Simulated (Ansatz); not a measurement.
## KBr: moving K off its site

KBr, Fm-3m, a = 6.585 Å (as given, not relaxed at this level: 0.8 GPa). Ansatz: PBE, PAW, 420 eV, Γ-centred 6×6×6 mesh on 2 atoms, Gaussian smearing 0.05 eV; no spin polarisation.

```xyz
2
Lattice="0.0000 3.2925 3.2925 3.2925 0.0000 3.2925 3.2925 3.2925 0.0000" Properties=species:S:1:pos:R:3 pbc="T T T"
K     0.0000    0.0000    0.0000
Br    3.2925    3.2925    3.2925
```

Atom 1 (K) moves by x along the unit vector (0.000, 0.000, -1.000), with its periodic images; all else is held. y is the free energy of the cell over the start, F the force along the path summed over the moved atoms. Symmetry makes y even in x.

```tsv
x (Å)	y (meV)	F (eV/Å)
-0.3000	64.8	0.49
-0.1500	14.7	0.20
0.0000	0.0	0.00
0.0375	0.9	-0.05
0.0750	3.6	-0.10
0.1125	8.2	-0.15
0.1875	23.4	-0.26
0.2250	34.5	-0.33
0.2625	?	?
```

**Question.** Fit y = c2 x² + c4 x⁴ to the energies of the other rows, give the force constant, and predict energy and force of the missing row.

**Answer.** Least squares on the rows shown. y = 631.8 x² + 979.6 x⁴. The force constant is 2 c2 = 1.26 eV/Å² (for all images moving together, not for a lone atom). With two atoms in a cubic cell this is the optical mode at Γ without the LO field: ω = 521.5 √(2 c2/μ) = 114 cm⁻¹ for μ = 26.25 u. The force −dy/dx at the missing row is -0.40 eV/Å (computed -0.40). At x = 0.2625 the fit asked for gives 48.2 meV. The run gave 48.2 meV, the same to the digits shown.